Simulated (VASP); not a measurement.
**MgS (Niningerite) in VASP: the effect of exact exchange**

MgS (Niningerite):

```xyz
2
Lattice="0.0000 2.6016 2.6016 2.6016 0.0000 2.6016 2.6016 2.6016 0.0000" Properties=species:S:1:pos:R:3 pbc="T T T"
S     2.6016    2.6016    2.6016
Mg    0.0000    0.0000    0.0000
```

Alike in all runs:

| Item | Value |
| --- | --- |
| Program | VASP 6.6.1 |
| Task | single point |
| Functional | PBE0(alpha) |
| Potentials or basis | VASP PAW PBE potentials, release 64 (S, Mg) |
| Cutoff | 520 eV |
| k mesh | 5 × 5 × 5 |
| Occupations | fermi-dirac, width 0.05 eV |
| Spin | no spin polarisation |

```csv
exact exchange,gap on the mesh (eV),pressure (GPa)
0.05,3.53,0.6
0.1,3.87,0.3
0.15,4.22,0.0
0.2,4.57,-0.4
0.25,4.93,-0.7
0.3,5.28,-1.0
0.4,?,?
0.5,6.73,-2.2
```

Q: What does the run with exact exchange 0.4 give?

A: gap on the mesh 6.00 eV; pressure -1.6 GPa.

Worked out: A straight line through the other rows of the gap on the mesh, of slope 7.12 eV per unit of exact exchange, gives 6.00 eV, against the run's 6.00. A straight line through the other rows of the pressure, of slope -6.27 GPa per unit of exact exchange, gives -1.6 GPa, against the run's -1.6.

Caveats: the PAW data sets were made with another functional, which shifts forces and pressure a little; an odd mesh through Γ misses points on the zone boundary, where band edges often lie.

Runs at the PBE level aren't shown here.
